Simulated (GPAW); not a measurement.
## free-standing square Co monolayer, spacing 2.5 A: a ladder in the k mesh

Two starts of free-standing square Co monolayer, spacing 2.5 A are run at each rung of the k mesh. Which rung is enough?

Calculated with GPAW 26.7.0; revPBE; plane waves with GPAW's PAW setups, scalar-relativistic.

### Step 1. The structure

The cell holds 1 atom: 1 Co. Cell: a = 2.500 Å, b = 2.500 Å, c = 14.000 Å, α = 90.0°, β = 90.0°, γ = 90.0°. model lattice. Vacuum lies along c.

### Step 2. Rung 1 (mesh 4×4×1), start ferro +

The ladder starts at a coarse mesh; cost grows with the number of points.

File order1.py:

```python
import json
import numpy as np
from ase import Atoms
from ase.parallel import paropen, parprint
from gpaw import GPAW

atoms = Atoms(['Co'],
    cell=[[2.5, 0.0, 0.0],
         [0.0, 2.5, 0.0],
         [0.0, 0.0, 14.0]],
    scaled_positions=[[0.0, 0.0, 0.5]],
    pbc=True,
    magmoms=[2.0])
atoms.calc = GPAW(mode={'name': 'pw', 'ecut': 550},
    xc='revPBE',
    kpts={'size': (4, 4, 1), 'gamma': True},
    occupations={'name': 'fermi-dirac', 'width': 0.1},
    convergence={'density': 1e-05, 'energy': 1e-05},
    maxiter=200,
    symmetry={'tolerance': 1e-4},
    txt='order1.txt')
e = atoms.get_potential_energy(force_consistent=True)
res = {'free_energy': e, 'energy_sigma0': atoms.get_potential_energy(), 'fermi_energy': atoms.calc.get_fermi_level()}
res['moments'] = atoms.get_magnetic_moments().tolist()
res['total'] = atoms.get_magnetic_moment()
parprint('site moments (muB):', np.round(res['moments'], 3))
parprint(f"total moment: {res['total']:.3f} muB")
parprint(f'free energy: {e:.6f} eV')
atoms.calc.write('order1.gpw')
with paropen('results.json', 'w') as f:
    json.dump(res, f)
```

On the command line:

```sh
$ OMP_NUM_THREADS=1 python3 order1.py > order1.log
```

Numbers of over 12 decimals in the logs are rounded to 6 here.

The program printed:

```text
site moments (muB): [2.028]
total moment: 2.092 muB
free energy: -6.161362 eV

--- order1.txt ---
Input parameters:
  mode=PW(ecut=550),
  convergence={'density': 1e-05, 'energy': 1e-05},
  kpts=MonkhorstPack(size=(4, 4, 1), gamma=True),
  maxiter=200,
  occupations=Occupations(name='fermi-dirac', width=0.1),
  symmetry=Symmetry(tolerance=0.0001),
  xc=XC(name='revPBE')

Diagonalizing LCAO Hamiltonian
Converting LCAO to pw mode
   .-----.
  /|     |
 * |     |
 | |     |
 | |     |
 | |     |
 | |     |
 | |     |
 | |     |
 | |     |
 Co|     |
 | |     |
 | |     |
 | |     |
 | |     |
 | |     |
 | |     |
 | .-----.
 |/     /
 *-----*

Atoms  # Å, Bohr magnetons
|   | symbol |        x |        y |        z |    initial magnetic moments |
|---|--------|----------|----------|----------|-----------------------------|
| 0 |     Co | 0.000000 | 0.000000 | 7.000000 | ( 0.0000,  0.0000,  2.0000) |

Unit cell  # Å
| periodic |        x |        y |         z |   lengths |    angles |
|----------|----------|----------|-----------|-----------|-----------|
|      yes | 2.500000 | 0.000000 |  0.000000 |  2.500000 | 90.000000 |
|      yes | 0.000000 | 2.500000 |  0.000000 |  2.500000 | 90.000000 |
|      yes | 0.000000 | 0.000000 | 14.000000 | 14.000000 | 90.000000 |

Number of symmetries: 16

BZ-sampling:
  Number of BZ points: 16
  Number of IBZ points: 6

  Monkhorst-Pack size: [4, 4, 1]
  Monkhorst-Pack shift: [0.125, 0.125, 0.0]

Plane wave coefficients: 2602
Cutoff: 550.0 eV

Spin-components: 2 (collinear spins)
Bands:           9
Projectors:      6
Spin-degeneracy: 1
Datatype:        complex128

Parallelization:
  kpt:    1
  domain: 1
  band:   1

Density:
  Valence electrons: 9.0
  Components: 2
  Grid points: [14 14 80]
  Charge: 0.0  # |e|

Potential:
  Grid points: [14 14 80]

[... setups left out ...]
Reference energy: -37906.594249  # eV

eigensolver:
  PPCG
  Converge bands: occupied
  niter=2

density mixing:
  MSR1-Mixer
  Pratt-step length: 0.05
  Maximum mixing coefficient: 0.75
  Old densities: 10
  SVD Regularization: 0.005
  Good broyden scale: 1.0
  Trust region scale: 1.0
  Backstep threshold: 4.0
  History deletion threshold: 6.0
  Fourier metric: weight=20.0, sigma=0.015

occupation numbers:
  Fermi-Dirac:
    width: 0.1000  # eV

poisson solver:
  ecut: 4400.0  # eV

xc functional:
  name: revPBE with 2 nearest neighbor stencil

convergence criteria:
- Maximum integral of absolute [dens]ity change: 1e-05 electrons / valence electron
- Maximum [total energy] change in last 3 cyles: 1e-05 eV / valence electron
- Maximum integral of absolute [eigenst]ate change: 4e-08 eV^2 / valence electron
maximum number of iterations: 200

SCF iterations
|iter     |      energy | eigst |  dens |  magmom |
|---------|-------------|-------|-------|---------|
|iter:   1|       0s |   -6.311593 | +0.02 |       |  +2.0033|
|iter:   2|       0s |   -6.196909 | -1.28 | -0.87 |  +2.0071|
|iter:   3|       0s |   -6.050272 | -1.34 | -0.93 |  +2.0609|
|iter:   4|       0s |   -6.080134 | -2.14 | -1.21 |  +2.0930|
|iter:   5|       0s |   -6.109732 | -2.42 | -1.48 |  +2.1071|
|iter:   6|       1s |   -6.117225 | -3.22 | -1.89 |  +2.1052|
|iter:   7|       1s |   -6.123101 | -3.47 | -2.18 |  +2.0981|
|iter:   8|       1s |   -6.135743 | -2.96 | -2.32 |  +2.0877|
|iter:   9|       1s |   -6.138561 | -3.65 | -2.56 |  +2.0898|
|iter:  10|       1s |   -6.136900 | -4.23 | -2.85 |  +2.0947|
|iter:  11|       1s |   -6.137909 | -4.67 | -3.02 |  +2.0937|
|iter:  12|       2s |   -6.138026 | -5.99 | -3.60 |  +2.0926|
|iter:  13|       2s |   -6.137892 | -6.28 | -4.05 |  +2.0923|
|iter:  14|       2s |   -6.137963 | -6.99 | -4.18 |  +2.0922|
|iter:  15|       2s |   -6.137968c| -7.83c| -5.32c|  +2.0921|

Converged in 15 steps
Energy contributions relative to reference atoms: (reference = -37906.594249)

Energy contributions:
  Kinetic:           9.202858
  Coulomb:          -7.703669
  Zero:             -0.063463
  External:          0.000000
  Xc:               -7.550302
  Entropy:          -0.046787
  Spinorbit:         0.000000
  ----------------------------
  Free energy:      -6.161362
  Extrapolated:     -6.137968

dipole moment: (-6.679187, -6.679187, -0.000006)  # |e|*Ang

Total magnetic moment: (0.000000, 0.000000, 2.092146)

Local magnetic moments
|        x |        y |        z |
|----------|----------|----------|
| 0.000000 | 0.000000 | 2.028072 |  # Co   0

Fermi level: -2.309
Eigenvalues  # (at kpt = [0.000, 0.000, 0.000])
| band index |      eig [eV] | occ [0-1] |      eig [eV] | occ [0-1] |
|------------|---------------|-----------|---------------|-----------|
|          0 |        -7.576 |     1.000 |        -7.242 |     1.000 |
|          1 |        -5.509 |     1.000 |        -4.333 |     1.000 |
|          2 |        -5.208 |     1.000 |        -2.722 |     0.984 |
|          3 |        -3.768 |     1.000 |        -1.899 |     0.016 |
|          4 |        -3.768 |     1.000 |        -1.899 |     0.016 |
|          5 |        -3.710 |     1.000 |        -1.614 |     0.001 |
|          6 |        -1.819 |     0.007 |        -0.705 |     0.000 |
|          7 |         1.499 |     0.000 |         1.528 |     0.000 |
|          8 |         2.572 |     0.000 |         2.525 |     0.000 |

No gap
No difference between direct/indirect transitions
```

Elapsed: 4.6 s, on 1 MPI rank of AMD EPYC 9R45 (Zen 5), shared host; peak memory 0.17 GiB.

This step gave:

| Item | Value |
| --- | --- |
| magnetization | 2.092 μB |
| final state | ferromagnetic |
| largest moment | 2.028 μB |

After 15 cycles the largest moment stands at 2.03 μB.

### Step 3. Rung 1 (mesh 2×4×1), start antiferro q=(1/2,1/2,0) +-

The second start gives the energy difference between the two end states, the quantity that is followed up the ladder. Its q is in fractions of the reciprocal vectors of the first run's cell.

File order2.py:

```python
import json
import numpy as np
from ase import Atoms
from ase.parallel import paropen, parprint
from gpaw import GPAW

atoms = Atoms(['Co', 'Co'],
    cell=[[5.0, 0.0, 0.0],
         [2.5, 2.5, 0.0],
         [0.0, 0.0, 14.0]],
    scaled_positions=[[0.0, 0.0, 0.5],
         [0.5, 0.0, 0.5]],
    pbc=True,
    magmoms=[2.0, -2.0])
atoms.calc = GPAW(mode={'name': 'pw', 'ecut': 550},
    xc='revPBE',
    kpts={'size': (2, 4, 1), 'gamma': True},
    occupations={'name': 'fermi-dirac', 'width': 0.1},
    convergence={'density': 1e-05, 'energy': 1e-05},
    maxiter=200,
    symmetry={'tolerance': 1e-4},
    txt='order2.txt')
e = atoms.get_potential_energy(force_consistent=True)
res = {'free_energy': e, 'energy_sigma0': atoms.get_potential_energy(), 'fermi_energy': atoms.calc.get_fermi_level()}
res['moments'] = atoms.get_magnetic_moments().tolist()
res['total'] = atoms.get_magnetic_moment()
parprint('site moments (muB):', np.round(res['moments'], 3))
parprint(f"total moment: {res['total']:.3f} muB")
parprint(f'free energy: {e:.6f} eV')
atoms.calc.write('order2.gpw')
with paropen('results.json', 'w') as f:
    json.dump(res, f)
```

On the command line:

```sh
$ OMP_NUM_THREADS=1 python3 order2.py > order2.log
```

The program printed:

```text
UserWarning: Initial realspace grid (28,20,80) inconsistent with symmetries.
UserWarning: Using symmetrized grid: (28,28,80).

site moments (muB): [ 1.729 -1.729]
total moment: 0.000 muB
free energy: -11.744881 eV

--- order2.txt ---
Input parameters:
  mode=PW(ecut=550),
  convergence={'density': 1e-05, 'energy': 1e-05},
  kpts=MonkhorstPack(size=(2, 4, 1), gamma=True),
  maxiter=200,
  occupations=Occupations(name='fermi-dirac', width=0.1),
  symmetry=Symmetry(tolerance=0.0001),
  xc=XC(name='revPBE')

Diagonalizing LCAO Hamiltonian
Converting LCAO to pw mode

       Co    Co

Atoms  # Å, Bohr magnetons
|   | symbol |        x |        y |        z |    initial magnetic moments |
|---|--------|----------|----------|----------|-----------------------------|
| 0 |     Co | 0.000000 | 0.000000 | 7.000000 | ( 0.0000,  0.0000,  2.0000) |
| 1 |     Co | 2.500000 | 0.000000 | 7.000000 | ( 0.0000,  0.0000, -2.0000) |

Number of symmetries: 8

BZ-sampling:
  Number of BZ points: 8
  Number of IBZ points: 5

  Monkhorst-Pack size: [2, 4, 1]
  Monkhorst-Pack shift: [0.25, 0.125, 0.0]

Plane wave coefficients: 5204
Cutoff: 550.0 eV

Spin-components: 2 (collinear spins)
Bands:           15
Projectors:      12
Spin-degeneracy: 1
Datatype:        complex128

Parallelization:
  kpt:    1
  domain: 1
  band:   1

Density:
  Valence electrons: 18.0
  Components: 2
  Grid points: [28 28 80]
  Charge: 0.0  # |e|

Potential:
  Grid points: [28 28 80]

[... setups left out ...]
Reference energy: -75813.188499  # eV

convergence criteria:
- Maximum integral of absolute [dens]ity change: 1e-05 electrons / valence electron
[...]
|iter:  15|      10s |  -11.674084 | -4.52 | -2.72 |  +0.0001|
|iter:  16|      11s |  -11.674265 | -6.20 | -3.71 |  +0.0001|
|iter:  17|      12s |  -11.674332 | -6.97 | -4.06 |  +0.0001|
|iter:  18|      12s |  -11.674338c| -7.59c| -4.95 |  +0.0000|
|iter:  19|      13s |  -11.674336c| -7.98c| -5.25c|  +0.0000|

Converged in 19 steps
Energy contributions relative to reference atoms: (reference = -75813.188499)

Energy contributions:
  Kinetic:          23.572764
  Coulomb:         -18.961449
  Zero:             -0.145028
  External:          0.000000
  Xc:              -16.070080
  Entropy:          -0.141089
  Spinorbit:         0.000000
  ----------------------------
  Free energy:     -11.744881
  Extrapolated:    -11.674336

dipole moment: (-26.678679, -13.339338, -0.000012)  # |e|*Ang

Total magnetic moment: (0.000000, 0.000000, 0.000043)

Local magnetic moments
|        x |        y |         z |
|----------|----------|-----------|
| 0.000000 | 0.000000 |  1.728667 |  # Co   0
| 0.000000 | 0.000000 | -1.728624 |  # Co   1

Fermi level: -2.134
Eigenvalues  # (at kpt = [0.000, 0.000, 0.000])
| band index |      eig [eV] | occ [0-1] |      eig [eV] | occ [0-1] |
|------------|---------------|-----------|---------------|-----------|
|          0 |        -7.355 |     1.000 |        -7.355 |     1.000 |
|          1 |        -5.571 |     1.000 |        -5.571 |     1.000 |
|          2 |        -4.970 |     1.000 |        -4.970 |     1.000 |
|          3 |        -4.721 |     1.000 |        -4.721 |     1.000 |
|          4 |        -3.953 |     1.000 |        -3.953 |     1.000 |
[...]
|         11 |        -1.474 |     0.001 |        -1.474 |     0.001 |
|         12 |         1.541 |     0.000 |         1.541 |     0.000 |
|         13 |         2.571 |     0.000 |         2.571 |     0.000 |
|         14 |         3.130 |     0.000 |         3.130 |     0.000 |

No gap
No difference between direct/indirect transitions
```

It took 17 s on 1 MPI rank; peak memory 0.29 GiB.

Read from the output:

* magnetization: 0 μB
* final state: antiferromagnetic
* largest moment: 1.729 μB

This start lies +288.9 meV a seeded atom from the first; its largest moment is 1.73 μB.

### Step 4. Rung 2 (mesh 6×6×1), start ferro +

order1.py is the script of step 2 with these lines changed:

```diff
@@ -15,3 +15,3 @@
     xc='revPBE',
-    kpts={'size': (4, 4, 1), 'gamma': True},
+    kpts={'size': (6, 6, 1), 'gamma': True},
     occupations={'name': 'fermi-dirac', 'width': 0.1},
```

On the command line:

```sh
$ OMP_NUM_THREADS=1 python3 order1.py > order1.log
```

The program printed:

```text
site moments (muB): [2.126]
total moment: 2.166 muB
free energy: -6.070154 eV

--- order1.txt ---
Input parameters:
  mode=PW(ecut=550),
  convergence={'density': 1e-05, 'energy': 1e-05},
  kpts=MonkhorstPack(size=(6, 6, 1), gamma=True),
  maxiter=200,
  occupations=Occupations(name='fermi-dirac', width=0.1),
  symmetry=Symmetry(tolerance=0.0001),
  xc=XC(name='revPBE')

Diagonalizing LCAO Hamiltonian
[...]
|          3 |        -4.140 |     1.000 |        -2.090 |     0.019 |
|          4 |        -4.140 |     1.000 |        -2.090 |     0.019 |
|          5 |        -4.039 |     1.000 |        -1.755 |     0.001 |
|          6 |        -1.861 |     0.002 |        -1.173 |     0.000 |
|          7 |         1.540 |     0.000 |         1.532 |     0.000 |
|          8 |         2.615 |     0.000 |         2.522 |     0.000 |

No gap
No difference between direct/indirect transitions


[key lines of the parts left out:]
Free energy:      -6.070154
Converged in 15 steps
dipole moment: (-6.684538, -6.684538, -0.000006)  # |e|*Ang
Fermi level: -2.487
```

Wall time 5.7 s (1 MPI rank); peak memory 0.17 GiB.

Numbers from this step:

* magnetization: 2.166 μB
* final state: ferromagnetic
* largest moment: 2.127 μB

The largest moment moves by +0.10 μB from rung 1, at 1.2 times its CPU time.

### Step 5. Rung 2 (mesh 3×6×1), start antiferro q=(1/2,1/2,0) +-

order2.py is the script of step 3 with these lines changed:

```diff
@@ -16,3 +16,3 @@
     xc='revPBE',
-    kpts={'size': (2, 4, 1), 'gamma': True},
+    kpts={'size': (3, 6, 1), 'gamma': True},
     occupations={'name': 'fermi-dirac', 'width': 0.1},
```

On the command line:

```sh
$ OMP_NUM_THREADS=1 python3 order2.py > order2.log
```

The program printed:

```text
UserWarning: Initial realspace grid (28,20,80) inconsistent with symmetries.
UserWarning: Using symmetrized grid: (28,28,80).

site moments (muB): [ 1.762 -1.762]
total moment: 0.000 muB
free energy: -11.437665 eV

--- order2.txt ---
Input parameters:
  mode=PW(ecut=550),
  convergence={'density': 1e-05, 'energy': 1e-05},
  kpts=MonkhorstPack(size=(3, 6, 1), gamma=True),
  maxiter=200,
[...]
|          3 |        -4.902 |     1.000 |        -4.902 |     1.000 |
|          4 |        -4.145 |     1.000 |        -4.145 |     1.000 |
[...]
|         11 |        -1.614 |     0.001 |        -1.614 |     0.001 |
|         12 |         1.538 |     0.000 |         1.538 |     0.000 |
|         13 |         2.565 |     0.000 |         2.565 |     0.000 |
|         14 |         3.126 |     0.000 |         3.126 |     0.000 |

No gap
No difference between direct/indirect transitions


[key lines of the parts left out:]
Free energy:     -11.437665
Converged in 20 steps
dipole moment: (-26.701879, -13.350938, -0.000012)  # |e|*Ang
Fermi level: -2.371
```

It took 22 s on 1 MPI rank; peak memory 0.31 GiB.

Numbers from this step:

```
magnetization  : 0 μB
final state    : antiferromagnetic
largest moment : 1.762 μB
```

This start lies +351.3 meV a seeded atom from the first, a change of +62.4 meV since rung 1; its largest moment is 1.76 μB.

### Step 6. Rung 3 (mesh 8×8×1), start ferro +

order1.py is the script of step 4 with these lines changed:

```diff
@@ -15,3 +15,3 @@
     xc='revPBE',
-    kpts={'size': (6, 6, 1), 'gamma': True},
+    kpts={'size': (8, 8, 1), 'gamma': True},
     occupations={'name': 'fermi-dirac', 'width': 0.1},
```

On the command line:

```sh
$ OMP_NUM_THREADS=1 python3 order1.py > order1.log
```

The program printed:

```text
site moments (muB): [2.105]
total moment: 2.126 muB
free energy: -6.046956 eV

--- order1.txt ---
Input parameters:
  mode=PW(ecut=550),
  convergence={'density': 1e-05, 'energy': 1e-05},
  kpts=MonkhorstPack(size=(8, 8, 1), gamma=True),
  maxiter=200,
  occupations=Occupations(name='fermi-dirac', width=0.1),
  symmetry=Symmetry(tolerance=0.0001),
  xc=XC(name='revPBE')

Diagonalizing LCAO Hamiltonian
[...]
|          3 |        -4.118 |     1.000 |        -2.071 |     0.010 |
|          4 |        -4.118 |     1.000 |        -2.071 |     0.010 |
|          5 |        -3.924 |     1.000 |        -1.738 |     0.000 |
|          6 |        -1.845 |     0.001 |        -1.083 |     0.000 |
|          7 |         1.528 |     0.000 |         1.519 |     0.000 |
|          8 |         2.605 |     0.000 |         2.508 |     0.000 |

No gap
No difference between direct/indirect transitions


[key lines of the parts left out:]
Free energy:      -6.046956
Converged in 15 steps
dipole moment: (-6.685878, -6.685878, -0.000006)  # |e|*Ang
Fermi level: -2.527
```

Wall time 6.1 s (1 MPI rank); peak memory 0.18 GiB.

Read from the output:

```
magnetization  : 2.126 μB
final state    : ferromagnetic
largest moment : 2.105 μB
```

The largest moment moves by -0.02 μB from rung 2, at 1.1 times its CPU time.

### Step 7. Rung 3 (mesh 4×8×1), start antiferro q=(1/2,1/2,0) +-

order2.py is the script of step 5 with these lines changed:

```diff
@@ -16,3 +16,3 @@
     xc='revPBE',
-    kpts={'size': (3, 6, 1), 'gamma': True},
+    kpts={'size': (4, 8, 1), 'gamma': True},
     occupations={'name': 'fermi-dirac', 'width': 0.1},
```

On the command line:

```sh
$ OMP_NUM_THREADS=1 python3 order2.py > order2.log
```

The program printed:

```text
UserWarning: Initial realspace grid (28,20,80) inconsistent with symmetries.
UserWarning: Using symmetrized grid: (28,28,80).

site moments (muB): [ 1.697 -1.697]
total moment: 0.000 muB
free energy: -11.430981 eV

--- order2.txt ---
Input parameters:
  mode=PW(ecut=550),
  convergence={'density': 1e-05, 'energy': 1e-05},
  kpts=MonkhorstPack(size=(4, 8, 1), gamma=True),
  maxiter=200,
[...]
|          3 |        -4.856 |     1.000 |        -4.855 |     1.000 |
|          4 |        -4.098 |     1.000 |        -4.098 |     1.000 |
[...]
|         11 |        -1.581 |     0.000 |        -1.581 |     0.000 |
|         12 |         1.532 |     0.000 |         1.532 |     0.000 |
|         13 |         2.559 |     0.000 |         2.559 |     0.000 |
|         14 |         3.124 |     0.000 |         3.124 |     0.000 |

No gap
No difference between direct/indirect transitions


[key lines of the parts left out:]
Free energy:     -11.430981
Converged in 22 steps
dipole moment: (-26.694645, -13.347317, -0.000012)  # |e|*Ang
Fermi level: -2.360
```

Elapsed: 33 s, on 1 MPI rank; peak memory 0.32 GiB.

Read from the output:

- magnetization: 0 μB
- final state: antiferromagnetic
- largest moment: 1.697 μB

This start lies +331.5 meV a seeded atom from the first, a change of -19.9 meV since rung 2; its largest moment is 1.70 μB.

### Step 8. Rung 4 (mesh 10×10×1), start ferro +

order1.py is the script of step 6 with these lines changed:

```diff
@@ -15,3 +15,3 @@
     xc='revPBE',
-    kpts={'size': (8, 8, 1), 'gamma': True},
+    kpts={'size': (10, 10, 1), 'gamma': True},
     occupations={'name': 'fermi-dirac', 'width': 0.1},
```

On the command line:

```sh
$ OMP_NUM_THREADS=1 python3 order1.py > order1.log
```

The program printed:

```text
site moments (muB): [2.06]
total moment: 2.055 muB
free energy: -6.029254 eV

--- order1.txt ---
Input parameters:
  mode=PW(ecut=550),
  convergence={'density': 1e-05, 'energy': 1e-05},
  kpts=MonkhorstPack(size=(10, 10, 1), gamma=True),
  maxiter=200,
  occupations=Occupations(name='fermi-dirac', width=0.1),
  symmetry=Symmetry(tolerance=0.0001),
  xc=XC(name='revPBE')

Diagonalizing LCAO Hamiltonian
[...]
|          3 |        -4.045 |     1.000 |        -2.040 |     0.013 |
|          4 |        -4.045 |     1.000 |        -2.040 |     0.013 |
|          5 |        -3.903 |     1.000 |        -1.778 |     0.001 |
|          6 |        -1.827 |     0.002 |        -1.121 |     0.000 |
|          7 |         1.542 |     0.000 |         1.519 |     0.000 |
|          8 |         2.619 |     0.000 |         2.504 |     0.000 |

No gap
No difference between direct/indirect transitions


[key lines of the parts left out:]
Free energy:      -6.029254
Converged in 15 steps
dipole moment: (-6.679034, -6.679034, -0.000006)  # |e|*Ang
Fermi level: -2.474
```

Elapsed: 7.5 s, on 1 MPI rank; peak memory 0.19 GiB.

Read from the output:

| Property | Result |
| --- | --- |
| magnetization | 2.055 μB |
| final state | ferromagnetic |
| largest moment | 2.060 μB |

The largest moment moves by -0.05 μB from rung 3, at 1.2 times its CPU time.

(Part 1 of 2 ends here.)

[Logs and program files are shortened in this print: banners, set-up blocks, solver, clock and traceback lines can be left out without a mark of their own.]

[Logs are printed without paths, hosts, clocks, repeated set-up lines and the standing remarks that a program may print on its own settings, such as how far it seeks lower states.]

[Hosts, paths, dates, database ids (printed as entryN), source tags and the programs' standing remarks are cut or masked in the printed files.]

[Where a cell is said to come from a database of computed structures, the database is the Materials Project.]
